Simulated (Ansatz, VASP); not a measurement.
**One calculation of Rh, two programs**

```
Rh
1.0
     2.73098    0.00000    0.00000
    -1.36549    2.36510    0.00000
     0.00000    0.00000    4.42849
Rh
2
Direct
  0.66667 0.33333 0.75000
  0.33333 0.66667 0.25000
```

This isn't the form of Rh at room conditions, which is fcc.

Alike in both runs: task single point; functional LDA; k mesh 18 × 18 × 12; occupations methfessel-paxton of order 1, width 0.02 eV; no spin polarisation.

|  | VASP | Ansatz |
| --- | --- | --- |
| version | VASP 6.6.1 | Ansatz 0.2.0 |
| potentials or method | VASP PAW LDA potentials, release 64 (Rh_pv) | scalar-relativistic, plane waves, PAW |
| plane-wave cutoff (eV) | 520 | 420 |
| valence electrons in the cell | 30 | 34 |

```tsv
	VASP	Ansatz	Ansatz less VASP
gap on the k mesh at the Fermi level (eV)	none	none	-
pressure (GPa)	-18.9	-19.6	-0.71
largest component of the traceless stress (GPa)	1.64	1.64	+0.004
```

A gap of «none» marks a metal or a gap that the smearing closes. The two sets of potentials don't hold the same shells in valence.

Caveats: so large a pressure means that the cell lies far from this level's equilibrium, or that cutoff or potentials fall short (VASP).
